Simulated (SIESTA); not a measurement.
Here is a SIESTA 5.4.2 calculation.

Contents of C.fdf:

```
SystemName                      Carbon
SystemLabel                     C
NumberOfSpecies                 1
NumberOfAtoms                   8
%block ChemicalSpeciesLabel
  1   6 C
%endblock ChemicalSpeciesLabel

LatticeConstant                 1.0 Ang
%block LatticeVectors
     2.5221000000     0.0000000000     0.0000000000
    -1.2610500000     2.1842026709     0.0000000000
     0.0000000000     0.0000000000     8.2371000000
%endblock LatticeVectors
AtomicCoordinatesFormat         Fractional
%block AtomicCoordinatesAndAtomicSpecies
     0.6666666667     0.3333333333     0.8437500000  1  C
     0.3333333333     0.6666666667     0.3437500000  1  C
     0.6666666667     0.3333333333     0.6562500000  1  C
     0.3333333333     0.6666666667     0.1562500000  1  C
     0.0000000000     0.0000000000     0.9062500000  1  C
     0.0000000000     0.0000000000     0.4062500000  1  C
     0.0000000000     0.0000000000     0.5937500000  1  C
     0.0000000000     0.0000000000     0.0937500000  1  C
%endblock AtomicCoordinatesAndAtomicSpecies

%block kgrid.MonkhorstPack
   12   0   0  0.0
    0  12   0  0.0
    0   0   4  0.0
%endblock kgrid.MonkhorstPack
XC.Functional                   GGA
XC.Authors                      PBEsol
PAO.BasisSize                   DZP
PAO.EnergyShift                 0.003 Ry
Mesh.Cutoff                     500 Ry
OccupationFunction              FD
ElectronicTemperature           0.05 eV
MaxSCFIterations                120
SCF.MustConverge                false
SCF.Mixer.Method                Pulay
SCF.Mixer.Weight                0.25
SCF.Mixer.History               8
SCF.DM.Tolerance                5.0e-05
SCF.H.Tolerance                 1.0e-03 eV
WriteForces                     true
Charge.Mulliken                 end
Charge.Hirshfeld                end
Charge.Voronoi                  end
SaveRho                         true
SaveElectrostaticPotential      true
BandLinesScale                  ReciprocalLatticeVectors
%block BandLines
    1    0.000000   0.000000   0.000000  \Gamma
   13    0.500000   0.000000   0.000000  M
    7    0.333333   0.333333   0.000000  K
   15    0.000000   0.000000   0.000000  \Gamma
    3    0.000000   0.000000   0.500000  A
   13    0.500000   0.000000   0.500000  L
    7    0.333333   0.333333   0.500000  H
   15    0.000000   0.000000   0.500000  A
    1    0.500000   0.000000   0.500000  L
    3    0.500000   0.000000   0.000000  M
    1    0.333333   0.333333   0.000000  K
    3    0.333333   0.333333   0.500000  H
%endblock BandLines
```

Potentials or basis: PseudoDojo 0.4 standard (PBEsol files), DZP (energy shift 0.003 Ry).

Run with:

```console
$ siesta C.fdf > C.out 2>&1
```

**Question.** What does it give for the band gap along the path?

**Answer.** 4.41 eV, indirect (least direct gap 5.22 eV).

**Question.** Predict the largest force.

**Answer.** 0.338 eV/Å.

Forces on the atoms (eV/Å):
```
C    0.000  0.000  0.338
C    0.000  0.000  0.338
C    0.000  0.000 -0.338
C    0.000  0.000 -0.338
C    0.000  0.000  0.318
C    0.000  0.000  0.318
C    0.000  0.000 -0.318
C    0.000  0.000 -0.318
```

Caveat: the basis of atomic orbitals isn't converged, which shifts pressures, moduli and gaps.
